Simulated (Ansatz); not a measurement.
Sb:

```xyz
1
Lattice="-1.5765 1.5765 2.7119 1.5765 -1.5765 2.7119 1.5765 1.5765 -2.7119" Properties=species:S:1:pos:R:3 pbc="T T T"
Sb    0.0000    0.0000    0.0000
```

This isn't the form of Sb at room conditions, which is rhombohedral.

- Program: Ansatz 0.2.0
- Task: relaxation of cell and atoms
- Functional: HSE06
- Potentials or basis: Ansatz PAW
- Cutoff: 420 eV (not typed: the program's choice for these potentials)
- k mesh: 6 × 6 × 6
- Occupations: fermi-dirac, width 0.05 eV
- Spin: no spin polarisation

At the start: volume 26.96 Å³/atom.

Q: How do energy, volume and symmetry change on relaxing?

A: It ends after 4 steps and the volume is 26.62 Å³/atom (-1.3 %); space group I4/mmm (No. 139, to 0.05 Å).

The path:
```csv
step,energy change (eV),largest force (eV/Å),volume (Å³)
1,0.0000,0.0000,26.96
2,-0.0046,0.0000,26.61
3,-0.0050,0.0000,26.62
4,-0.0049,0.0000,26.62
```

Final structure:
```yaml
crystal:
  lattice:
    - [-1.58302, 1.58302, 2.65528]
    - [1.58302, -1.58302, 2.65528]
    - [1.58302, 1.58302, -2.65528]
  atoms:
    - { symbol: Sb, position: [0.00000, 0.00000, 0.00000] }
```

Caveat: the k mesh is coarse (spacing up to 0.47 Å⁻¹), so the values aren't converged, least of all with exact exchange; the plane-wave basis is chosen anew once the cell has moved, so the energies of steps on either side of that aren't comparable; the PAW data sets come from PBE, with cores solved anew for the run's functional, which leaves a small shift of forces and pressure.
